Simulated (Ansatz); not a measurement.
# Ir: the cost of one run

Computed with Ansatz 0.2.0 (DFT PBE, scalar-relativistic, plane waves, PAW, unless a step's input says otherwise).

2 further runs of the same task are left out: 1 that didn't finish, 1 set aside as unsound or not needed.

### Step 1. The starting structure

The structure is cubic, space group Fm-3m (No. 225). The conventional cell has a = 3.950 Å, b = 3.950 Å, c = 3.950 Å, α = 90.00°, β = 90.00°, γ = 90.00°. Re (site symmetry m-3m) is surrounded by 12 Re at 2.79 Å.

Coordinates:

```
CELL_PARAMETERS angstrom
0.00000 1.97500 1.97500
1.97500 0.00000 1.97500
1.97500 1.97500 0.00000
ATOMIC_POSITIONS crystal
Re 0.00000 0.00000 0.00000
```

The structure comes from the Crystallography Open Database.

### Step 2. Substitution of an element, cell strained: Re → Ir, first probe

The change: Ir takes all sites of Re, and lengths are scaled by 0.960 as a first guess of the size; strain xx, yy, zz, yz, xz, xy = +2.4, +2.4, +2.4, +0.0, +0.0, +0.0 %.

input.yaml reads:

```yaml
crystal:
  lattice:
    - [0.0, 1.9427035182, 1.9427035182]
    - [1.9427035182, 0.0, 1.9427035182]
    - [1.9427035182, 1.9427035182, 0.0]
  atoms:
    - { symbol: Ir, position: [0.0, 0.0, 0.0] }
basis:
  ecutwfc: 420
kpoints:
  mp_grid: { grid: [8, 8, 8] }
hamiltonian:
  xc: pbe
scf:
  occupations: { method: gaussian, width: 0.1 }
output:
  forces: true
  stress: true
  eigenvalues: true
```

Started as:

```bash
$ ansatz run input.yaml --threads 1 --pin off --max-ram 1331MiB --backend cpu --events-out ev --progress --plain --runs-dir out
```

Q: Estimate wall time and peak memory on 1 thread of an x86-64 CPU, shared host.

About 1.2 s, with a peak of 0.28 GiB.
